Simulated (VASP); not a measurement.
# WC (Qusongite) (P-6m2) in VASP: a series of runs, part 2 of 2

VASP 6.6.1. The steps go on from the part before.

## Step 4: Equation of state, PBEsol, 10.17 Å³/atom (volume scaled by 0.98)

File INCAR:

```
ALGO = Normal
EDIFF = 1E-7
ENCUT = 520
GGA = PS
ISIF = 2
ISMEAR = -1
LASPH = T
LCHARG = F
LREAL = F
LWAVE = F
NBANDS = 16
NELM = 60
PREC = Accurate
SIGMA = 0.05
```

File KPOINTS:

```
k-points
0
Gamma
  10 10 9
```

File POSCAR:

```
WC
1.0
    2.8869927008      0.0000000000      0.0000000000
   -1.4434963504      2.5002090195      0.0000000000
    0.0000000000      0.0000000000      2.8175618425
W C
1 1
Direct
    0.0000000000      0.0000000000      0.0000000000
    0.6666666667      0.3333333333      0.5000000000
```

Run with:

```console
> cat potpaw_PBE.64/W_sv/POTCAR potpaw_PBE.64/C/POTCAR > POTCAR
> mpirun -np 1 vasp_std > vasp.out
```

It took 12 s on 1 thread of Intel Xeon Platinum 8488C (Sapphire Rapids), shared host; peak memory 0.15 GiB.

The run converged. Its results:

```
Free energy            : -23.8990 eV
Pressure               : 6.2 GPa
Band gap on the k mesh : none (metal or under the smearing width)
```

Caveat: the PAW data sets were made with another functional, which shifts forces and pressure a little.

## Step 5: Equation of state, PBEsol, 10.58 Å³/atom (volume scaled by 1.02)

INCAR is that of step 4.

KPOINTS is that of step 4.

File POSCAR:

```
WC
1.0
    2.9257489053      0.0000000000      0.0000000000
   -1.4628744527      2.5337728771      0.0000000000
    0.0000000000      0.0000000000      2.8553859779
W C
1 1
Direct
    0.0000000000      0.0000000000      0.0000000000
    0.6666666667      0.3333333333      0.5000000000
```

Run with:

```console
> cat potpaw_PBE.64/W_sv/POTCAR potpaw_PBE.64/C/POTCAR > POTCAR
> mpirun -np 1 vasp_std > vasp.out
```

It took 13 s on 1 thread of Intel Xeon Platinum 8488C (Sapphire Rapids), shared host; peak memory 0.15 GiB.

It converged, with:

| Property | Result |
| --- | --- |
| Free energy | -23.8886 eV |
| Pressure | -9.9 GPa |
| Band gap on the k mesh | none (metal or under the smearing width) |

Caveat: the PAW data sets were made with another functional, which shifts forces and pressure a little.

## Step 6: Equation of state, PBEsol, 10.79 Å³/atom (volume scaled by 1.04)

INCAR is that of step 5.

KPOINTS is that of step 5.

File POSCAR:

```
WC
1.0
    2.9447478072      0.0000000000      0.0000000000
   -1.4723739036      2.5502264088      0.0000000000
    0.0000000000      0.0000000000      2.8739279649
W C
1 1
Direct
    0.0000000000      0.0000000000      0.0000000000
    0.6666666667      0.3333333333      0.5000000000
```

Potentials or basis: VASP PAW PBE potentials, release 64 (W_sv, C).

Run with:

```console
> cat potpaw_PBE.64/W_sv/POTCAR potpaw_PBE.64/C/POTCAR > POTCAR
> mpirun -np 1 vasp_std > vasp.out
```

Wall time 13 s (1 thread of Intel Xeon Platinum 8488C (Sapphire Rapids), shared host); peak memory 0.15 GiB.

The run converged. Its results:

| Property | Result |
| --- | --- |
| Free energy | -23.8541 eV |
| Pressure | -16.8 GPa |
| Band gap on the k mesh | none (metal or under the smearing width) |

Caveat: the PAW data sets were made with another functional, which shifts forces and pressure a little.

## Step 7: Equation of state, PBEsol, 11.00 Å³/atom (volume scaled by 1.06)

INCAR is that of step 6.

KPOINTS is that of step 6.

File POSCAR:

```
WC
1.0
    2.9635046684      0.0000000000      0.0000000000
   -1.4817523342      2.5664703270      0.0000000000
    0.0000000000      0.0000000000      2.8922337321
W C
1 1
Direct
    0.0000000000      0.0000000000      0.0000000000
    0.6666666667      0.3333333333      0.5000000000
```

Run with:

```console
> cat potpaw_PBE.64/W_sv/POTCAR potpaw_PBE.64/C/POTCAR > POTCAR
> mpirun -np 1 vasp_std > vasp.out
```

It took 13 s on 1 thread of Intel Xeon Platinum 8488C (Sapphire Rapids), shared host; peak memory 0.15 GiB.

The run converged. Its results:

* Free energy: -23.8028 eV
* Pressure: -22.9 GPa
* Band gap on the k mesh: none (metal or under the smearing width)

Caveat: the PAW data sets were made with another functional, which shifts forces and pressure a little.

## Step 8: Equation of state, PBEsol

This step only gathers the single runs of the series.

Results:

```yaml
Equilibrium_volume: 10.32 Å³/atom
Bulk_modulus_at_fixed_shape_and_positions: 412 GPa
Pressure_derivative_of_the_bulk_modulus: 4.3
```

Energy against volume, from the lowest point:
```csv
volume (Å³/atom),energy (meV/atom)
9.754,43.98
9.961,16.84
10.169,2.61
10.376,0.00
10.584,7.84
10.791,25.06
10.999,50.73
```

Caveat: the cell was scaled at fixed shape and fractional positions, which overstates the stiffness of a crystal with free parameters, most of all of layers and chains; the PAW data sets were made with another functional, which shifts forces and pressure a little.

## Step 9: Equation of state, PBE, 9.75 Å³/atom (volume scaled by 0.94)

File INCAR:

```
SYSTEM = WC
PREC = Accurate ; ENCUT = 520
EDIFF = 1E-7 ; ISMEAR = -1
SIGMA = 0.05 ; LREAL = .FALSE.
LASPH = .TRUE. ; NELM = 100
ALGO = Normal ; ISIF = 2
LWAVE = .FALSE. ; LCHARG = .FALSE.
GGA = PE ; NBANDS = 16
```

File KPOINTS:

```
Automatic mesh
0
G
  10 10 9
  0 0 0
```

File POSCAR:

```
WC
1.0
    2.8471670250      0.0000000000      0.0000000000
   -1.4235835125      2.4657189725      0.0000000000
    0.0000000000      0.0000000000      2.7786939560
W C
1 1
Direct
    0.0000000000      0.0000000000      0.0000000000
    0.6666666667      0.3333333333      0.5000000000
```

Potentials or basis: VASP PAW PBE potentials, release 64 (W_sv, C).

Run with:

```console
> cat potpaw_PBE.64/W_sv/POTCAR potpaw_PBE.64/C/POTCAR > POTCAR
> mpirun -np 1 vasp_std > vasp.out
```

It took 12 s on 1 thread of AMD EPYC 9R45 (Zen 5), shared host; peak memory 0.12 GiB.

It converged, with:

```yaml
Free_energy: -22.2853 eV
Pressure: 36.1 GPa
Band_gap_on_the_k_mesh: none (metal or under the smearing width)
```

## Step 10: Equation of state, PBE, 9.96 Å³/atom (volume scaled by 0.96)

INCAR, as its differences from that of step 9:

```diff
@@ -4,3 +4,3 @@
 SIGMA = 0.05 ; LREAL = .FALSE.
-LASPH = .TRUE. ; NELM = 100
+LASPH = .TRUE. ; NELM = 60
 ALGO = Normal ; ISIF = 2
```

File KPOINTS:

```
regular mesh
0
G
  10 10 9
  0 0 0
```

File POSCAR:

```
WC
1.0
    2.8672181576      0.0000000000      0.0000000000
   -1.4336090788      2.4830837627      0.0000000000
    0.0000000000      0.0000000000      2.7982628680
W C
1 1
Direct
    0.0000000000      0.0000000000      0.0000000000
    0.6666666667      0.3333333333      0.5000000000
```

Run with:

```console
> cat potpaw_PBE.64/W_sv/POTCAR potpaw_PBE.64/C/POTCAR > POTCAR
> mpirun -np 1 vasp_std > vasp.out
```

It took 13 s on 1 thread of AMD EPYC 9R45 (Zen 5), shared host; peak memory 0.12 GiB.

The run converged. Its results:

* Free energy: -22.3648 eV
* Pressure: 25.3 GPa
* Band gap on the k mesh: none (metal or under the smearing width)

## Step 11: Equation of state, PBE, 10.17 Å³/atom (volume scaled by 0.98)

File INCAR:

```
SYSTEM = WC
ALGO = Normal
EDIFF = 1E-7
ENCUT = 520
GGA = PE
ISIF = 2
ISMEAR = -1
LASPH = .TRUE.
LCHARG = .FALSE.
LREAL = .FALSE.
LWAVE = .FALSE.
NBANDS = 16
NELM = 60
PREC = Accurate
SIGMA = 0.05
```

File KPOINTS:

```
k-points
0
G
  10 10 9
  0 0 0
```

File POSCAR:

```
WC
1.0
    2.8869927008      0.0000000000      0.0000000000
   -1.4434963504      2.5002090195      0.0000000000
    0.0000000000      0.0000000000      2.8175618425
W C
1 1
Direct
    0.0000000000      0.0000000000      0.0000000000
    0.6666666667      0.3333333333      0.5000000000
```

Run with:

```console
> cat potpaw_PBE.64/W_sv/POTCAR potpaw_PBE.64/C/POTCAR > POTCAR
> mpirun -np 1 vasp_std > vasp.out
```

Run time: 13 s. Hardware: 1 thread of AMD EPYC 9R45 (Zen 5), shared host; peak memory 0.12 GiB.

The run converged. Its results:

```yaml
Free_energy: -22.4177 eV
Pressure: 15.5 GPa
Band_gap_on_the_k_mesh: none (metal or under the smearing width)
```

## Step 12: Equation of state, PBE, 10.58 Å³/atom (volume scaled by 1.02)

File INCAR:

```
PREC = Accurate
ENCUT = 520
EDIFF = 1E-7
ISMEAR = -1
SIGMA = 0.05
LREAL = F
LASPH = T
NELM = 80
ALGO = Normal
ISIF = 2
LWAVE = F
LCHARG = F
GGA = PE
NBANDS = 16
```

File KPOINTS:

```
Automatic mesh
0
Gamma
  10 10 9
```

File POSCAR:

```
WC
1.0
    2.9257489053      0.0000000000      0.0000000000
   -1.4628744527      2.5337728771      0.0000000000
    0.0000000000      0.0000000000      2.8553859779
W C
1 1
Direct
    0.0000000000      0.0000000000      0.0000000000
    0.6666666667      0.3333333333      0.5000000000
```

Potentials or basis: VASP PAW PBE potentials, release 64 (W_sv, C).

Run with:

```console
> cat potpaw_PBE.64/W_sv/POTCAR potpaw_PBE.64/C/POTCAR > POTCAR
> mpirun -np 1 vasp_std > vasp.out
```

Run time: 16 s. Hardware: 1 thread of AMD EPYC 9R45 (Zen 5), shared host; peak memory 0.12 GiB.

Results (log left out):

```
Free energy            : -22.4538 eV
Pressure               : -1.2 GPa
Band gap on the k mesh : none (metal or under the smearing width)
```

## Step 13: Equation of state, PBE, 10.79 Å³/atom (volume scaled by 1.04)

File INCAR:

```
ALGO = Normal ; EDIFF = 1E-7
ENCUT = 520 ; GGA = PE
ISIF = 2 ; ISMEAR = -1
LASPH = T ; LCHARG = F
LREAL = F ; LWAVE = F
NBANDS = 16 ; NELM = 80
PREC = Accurate ; SIGMA = 0.05
```

File KPOINTS:

```
k-points
0
Gamma
  10 10 9
```

File POSCAR:

```
WC
1.0
    2.9447478072      0.0000000000      0.0000000000
   -1.4723739036      2.5502264088      0.0000000000
    0.0000000000      0.0000000000      2.8739279649
W C
1 1
Direct
    0.0000000000      0.0000000000      0.0000000000
    0.6666666667      0.3333333333      0.5000000000
```

Run with:

```console
> cat potpaw_PBE.64/W_sv/POTCAR potpaw_PBE.64/C/POTCAR > POTCAR
> mpirun -np 1 vasp_std > vasp.out
```

It took 13 s on 1 thread of AMD EPYC 9R45 (Zen 5), shared host; peak memory 0.11 GiB.

It converged, with:

```yaml
Free_energy: -22.4415 eV
Pressure: -8.3 GPa
Band_gap_on_the_k_mesh: none (metal or under the smearing width)
```

## Step 14: Equation of state, PBE, 11.00 Å³/atom (volume scaled by 1.06)

File INCAR:

```
SYSTEM = WC
PREC = Accurate
ENCUT = 520
EDIFF = 1E-7
ISMEAR = -1
SIGMA = 0.05
LREAL = .False.
LASPH = .True.
NELM = 80
ALGO = Normal
ISIF = 2
LWAVE = .False.
LCHARG = .False.
GGA = PE
NBANDS = 16
```

File KPOINTS:

```
regular mesh
0
Gamma
  10 10 9
  0 0 0
```

File POSCAR:

```
WC
1.0
    2.9635046684      0.0000000000      0.0000000000
   -1.4817523342      2.5664703270      0.0000000000
    0.0000000000      0.0000000000      2.8922337321
W C
1 1
Direct
    0.0000000000      0.0000000000      0.0000000000
    0.6666666667      0.3333333333      0.5000000000
```

Run with:

```console
> cat potpaw_PBE.64/W_sv/POTCAR potpaw_PBE.64/C/POTCAR > POTCAR
> mpirun -np 1 vasp_std > vasp.out
```

Run time: 15 s. Hardware: 1 thread of AMD EPYC 9R45 (Zen 5), shared host; peak memory 0.12 GiB.

The run converged. Its results:

| Quantity | Value |
| --- | --- |
| Free energy | -22.4118 eV |
| Pressure | -14.7 GPa |
| Band gap on the k mesh | none (metal or under the smearing width) |

## Step 15: Equation of state, PBE

Potentials or basis: VASP PAW PBE potentials, release 64 (W_sv, C).

No new run: the results of the series are fitted here.

Results:

- Equilibrium volume: 10.55 Å³/atom
- Bulk modulus at fixed shape and positions: 388 GPa
- Pressure derivative of the bulk modulus: 4.3

Energy against volume, from the lowest point:
| volume (Å³/atom) | energy (meV/atom) |
| --- | --- |
| 9.754 | 84.24 |
| 9.961 | 44.49 |
| 10.169 | 18.05 |
| 10.376 | 3.62 |
| 10.584 | 0.00 |
| 10.791 | 6.11 |
| 10.999 | 21.00 |

Caveat: the cell was scaled at fixed shape and fractional positions, which overstates the stiffness of a crystal with free parameters, most of all of layers and chains. Spin-orbit coupling is left out, which matters for the levels of W.
